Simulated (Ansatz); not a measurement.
# Phases of AlNi at 46 GPa

Structure types of AlNi are relaxed in primitive cells with their symmetry kept at 46 GPa, on PAW files; LAPW relaxes the small cells further and takes the PAW cell for the others (marked *). The enthalpy is E + pV at zero temperature, without zero-point motion. Only the types listed were tried, and differences under about 5 meV/atom are mesh noise. The real phase may be another.

Computed with Ansatz 0.2.0; functional PBE, scalar-relativistic. Settings: Fermi–Dirac smearing of 0.08 eV, no spin polarisation. Methods: LAPW: all electrons, basis error target 0.5 meV/atom; PAW: frozen-core files, cutoff 420 eV.

k meshes: rocksalt 15×15×15, CsCl 15×15×15, WC 15×15×13, NiAs 11×11×7, zincblende 13×13×13.

Spin polarisation is left out, though a magnetic state may lie lower.

Question: Which type is lowest in enthalpy, and by how much?

Answer: CsCl, 279 meV/atom below distorted WC. The whole table:

| start type | ends as | a, b, c (Å) | V (Å³/atom) | H − H(lowest), LAPW (meV/atom) | same, PAW |
| --- | --- | --- | --- | --- | --- |
| rocksalt | rocksalt, Fm-3m | 4.474, 4.474, 4.474 | 11.19 | 1075.3 | 1074.6 |
| CsCl | CsCl, Pm-3m | 2.714, 2.714, 2.714 | 10.00 | 0.0 | 0.0 |
| WC | distorted WC, P-6m2 | 2.549, 2.549, 3.640 | 10.24 | 279.4 | 280.9 |
| NiAs* | NiAs, P6_3/mmc | 3.261, 3.261, 4.868 | 11.21 | 774.0 | 774.0 |
| zincblende | zincblende, F-43m | 4.774, 4.774, 4.774 | 13.60 | 2514.0 | 2514.9 |

Question: Split the lead of CsCl over distorted WC into energy and pV.

Answer: For distorted WC less CsCl: ΔE = +209.4 meV/atom, and p·ΔV = 46 GPa × +0.2438 Å³ × 6.242 meV/(GPa·Å³) = +70.0 meV/atom, together 279.4 meV/atom. CsCl wins on both counts.
